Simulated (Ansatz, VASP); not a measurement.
## SiC2: VASP beside Ansatz

The input INCAR:

```
SYSTEM = SiC2
PREC     = Accurate       ! precision mode
ENCUT    = 600            ! plane-wave cutoff, eV
EDIFF    = 1E-6           ! SCF threshold, eV
ISMEAR   = 0              ! smearing method
SIGMA    = 0.1            ! smearing width, eV
LREAL    = .FALSE.        ! projectors in reciprocal space
LASPH    = .TRUE.         ! aspherical terms in the spheres
NELM     = 100            ! most SCF steps
ALGO     = Normal         ! electronic algorithm
ISIF     = 3              ! what is computed and relaxed
LWAVE    = .FALSE.        ! write WAVECAR
LCHARG   = .FALSE.        ! write CHGCAR
GGA      = PE             ! functional
IBRION   = 2              ! ionic algorithm
NSW      = 100            ! ionic steps
EDIFFG   = -0.01          ! ionic threshold
```

KPOINTS

```
Automatic mesh
0
G
  18 18 4
  0 0 0
```

File POSCAR:

```
SiC2
1.0
    2.5597107718      0.0000000000      0.0000000000
   -1.2798553859      2.2167745547      0.0000000000
    0.0000000000      0.0000000000      8.9153470245
Si C
2 4
Direct
    0.3333333333      0.6666666667      0.2500000000
    0.6666666667      0.3333333333      0.7500000000
    0.3333333333      0.6666666667      0.0238893972
    0.3333333333      0.6666666667      0.4761106028
    0.6666666667      0.3333333333      0.9761106028
    0.6666666667      0.3333333333      0.5238893972
```

Input for Ansatz:

```yaml
crystal:
  lattice:
    - [2.5597107718, 0.0, 0.0]
    - [-1.2798553859, 2.2167745547, 0.0]
    - [0.0, 0.0, 8.9153470245]
  atoms:
    - { symbol: Si, position: [0.3333333333, 0.6666666667, 0.25] }
    - { symbol: Si, position: [0.6666666667, 0.3333333333, 0.75] }
    - { symbol: C, position: [0.3333333333, 0.6666666667, 0.0238893972] }
    - { symbol: C, position: [0.3333333333, 0.6666666667, 0.4761106028] }
    - { symbol: C, position: [0.6666666667, 0.3333333333, 0.9761106028] }
    - { symbol: C, position: [0.6666666667, 0.3333333333, 0.5238893972] }
basis:
  ecutwfc: 420
kpoints:
  mp_grid: { grid: [18, 18, 4] }
hamiltonian:
  xc: pbe
scf:
  occupations: { method: gaussian, width: 0.1 }
output:
  forces: true
  stress: true
  eigenvalues: true
relax:
  adjacent_minimum: "off"
  f_tol: 0.01
  max_steps: 80
  cell: { stress_tol: 0.05 }
```

Alike in both runs: task relaxation of cell and atoms; functional PBE; k mesh 18 × 18 × 4; occupations gaussian, width 0.1 eV; no spin polarisation.

|  | VASP | Ansatz |
| --- | --- | --- |
| version | VASP 6.6.1 | Ansatz 0.2.0 |
| potentials or method | VASP PAW PBE potentials, release 64 (Si, C) | scalar-relativistic, plane waves, PAW |
| plane-wave cutoff (eV) | 600 | 420 |
| valence electrons in the cell | 24 | 24 |

VASP gave:

| Property | Result |
| --- | --- |
| gap on the k mesh at the Fermi level, each at its own relaxed structure (eV) | none |
| relaxed volume (Å³/atom) | 8.41 |
| relaxed cell length with the largest relative difference (Å) | 8.997 |
| energy change over the relaxation (meV/atom) | -3 |

Problem. What did Ansatz give for the same quantities?

Solution. gap on the k mesh at the Fermi level, each at its own relaxed structure (eV): none; relaxed volume (Å³/atom): 8.42; relaxed cell length with the largest relative difference (Å): 9.000; energy change over the relaxation (meV/atom): -3.

A gap of «none» marks a metal or a gap that the smearing closes.
